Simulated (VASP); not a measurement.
Here is a VASP 6.6.1 calculation.

INCAR

```
PREC = Accurate ; ENCUT = 300
EDIFF = 1E-7 ; ISMEAR = 1
SIGMA = 0.1 ; LREAL = F
LASPH = T ; NELM = 80
ALGO = Normal ; ISIF = 2
LWAVE = F ; LCHARG = F
GGA = PE ; IBRION = 2
NSW = 40 ; EDIFFG = -0.01
```

File KPOINTS:

```
regular mesh
0
Gamma
  9 9 9
```

Contents of POSCAR:

```
Cu                                      
1.0
    0.0000000000      1.7814283600      1.7814283600
    1.7814283600      0.0000000000      1.7814283600
    1.7814283600      1.7814283600      0.0000000000
  Cu            
     1
Direct
     0.0000000000000000    0.0000000000000000    0.0000000000000000
```

Potentials or basis: VASP PAW PBE potentials, release 64 (Cu).

Launch:

```sh
$ cat potpaw_PBE.64/Cu/POTCAR > POTCAR
$ mpirun -np 1 vasp_std > vasp.out
```

**Question.** Estimate the band gap on the k mesh.

**Answer.** None (metal or under the smearing width).

Final structure:
```yaml
crystal:
  lattice:
    - [0.00000, 1.78143, 1.78143]
    - [1.78143, 0.00000, 1.78143]
    - [1.78143, 1.78143, 0.00000]
  atoms:
    - { symbol: Cu, position: [0.00000, 0.00000, 0.00000] }
```

Caveat: the relaxation stopped at its first step, so nothing moved.
